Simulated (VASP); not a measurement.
**CrO2 under changes of volume**

One of the cells (9.203 Å³/atom); the others are scaled copies at fixed shape and fractional positions:

```
Cr O
1.0
     0.00000    2.39885    2.39885
     2.39885    0.00000    2.39885
     2.39885    2.39885    0.00000
Cr O
1 2
Direct
  0.00000 0.00000 0.00000
  0.25000 0.25000 0.25000
  0.75000 0.75000 0.75000
```

Measurements of this composition are mostly on another form, of space group No. 136.

```yaml
Program: VASP 6.6.1
Functional: PBE
Potentials_or_basis: VASP PAW PBE potentials, release 64 (Cr_pv, O)
Cutoff: 520 eV
k_mesh: 10 × 10 × 10
Occupations: fermi-dirac, width 0.05 eV
Spin: collinear spin, ferromagnetic start
Starting_moments: "[3.0, 0.0, 0.0] μB"
```

```tsv
volume (Å³/atom)	energy over the lowest point (meV/atom)	pressure (GPa)	gap on the mesh (eV)
8.481	5.60	7.6	0.60
8.661	0.00	1.8	0.51
8.842	?	?	?
9.203	17.58	-12.0	0.29
9.383	32.91	-15.6	0.21
9.564	52.08	-18.8	0.14
```

Task: What does the run at 8.842 Å³/atom give?

Result: Energy over the lowest point 0.55 meV/atom; pressure -3.3 GPa; gap on the mesh 0.43 eV.

Worked out: A Birch-Murnaghan fit of order 3 (a polynomial in V^(-2/3)) to the other rows has its minimum at 8.73 Å³/atom with B0 = V·E''(V) = 254 GPa and B' = 4.7. It gives 0.56 meV/atom at 8.842 Å³/atom, against the run's 0.55, and -dE/dV = -3.0 GPa, against -3.3. A straight line through the other rows of the gap, of slope -3.79 eV per unit of ln V, gives 0.44 eV, against the run's 0.43.

Energies are extrapolated to zero smearing.

Caveats: a cell with one magnetic atom can't hold antiferromagnetic order, which such compounds often take.

A mesh can miss the band edges.
